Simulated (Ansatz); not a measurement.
# ZnO (zincite): equation of state with PBE

Crystal: ZnO (zincite).

```
Zn O
1.0
     3.24931    0.00000    0.00000
    -1.62465    2.81398    0.00000
     0.00000    0.00000    5.20571
Zn O
2 2
Direct
  0.66667 0.33333 0.00000
  0.33333 0.66667 0.50000
  0.33333 0.66667 0.87901
  0.66667 0.33333 0.37901
```

```json
{
 "Program": "Ansatz 0.2.0",
 "Task": "equation of state",
 "Functional": "PBE",
 "Potentials or basis": "Ansatz PAW earlier set",
 "Cutoff": "930 eV",
 "Density cutoff": "4650 eV",
 "k mesh": "9 × 9 × 5",
 "Occupations": "fermi-dirac, width 0.05 eV",
 "Spin": "no spin polarisation"
}
```

| Quantity | Value |
| --- | --- |
| Equilibrium volume | 12.32 Å³/atom |
| Bulk modulus at fixed shape and positions | 129 GPa |
| Pressure derivative of the bulk modulus | 4.4 |

Energy against volume, from the lowest point:
```
volume (Å³/atom)  energy (meV/atom)
          11.186              49.85
          11.424              29.90
          11.662              15.47
          11.900               6.00
          12.138               0.99
          12.376               0.00
          12.614               2.62
```

All runs of the series together: 28 s on 2 threads of Intel(R) Xeon(R) 6975P-C (Granite Rapids), on a shared host.

Caveat: the cell was scaled at fixed shape and fractional positions, which overstates the stiffness of a crystal with free parameters, most of all of layers and chains.
